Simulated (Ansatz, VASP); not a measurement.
## BeS in VASP and in Ansatz

```
Be S
1.0
     0.00000    2.49798    2.49798
     2.49798    0.00000    2.49798
     2.49798    2.49798    0.00000
Be S
1 1
Direct
  0.00000 0.00000 0.00000
  0.75000 0.75000 0.75000
```

Alike in both runs: task single point; functional PBE; k mesh 8 × 8 × 8; occupations gaussian, width 0.02 eV; no spin polarisation.

|  | VASP | Ansatz |
| --- | --- | --- |
| version | VASP 6.6.1 | Ansatz 0.2.0 |
| potentials or method | VASP PAW PBE potentials, release 64 (Be, S) | scalar-relativistic, plane waves, PAW |
| plane-wave cutoff (eV) | 520 | 420 |
| valence electrons in the cell | 8 | 8 |

```tsv
	VASP	Ansatz	Ansatz less VASP
gap on the k mesh at the Fermi level (eV)	3.29	3.29	-0.002
least direct gap on the mesh (eV)	5.16	5.16	+0.001
pressure (GPa)	-5.9	-5.9	-0.01
```

The functional is the same, so the differences come from potentials, cutoffs and numerics.

A k mesh can miss the band edges.
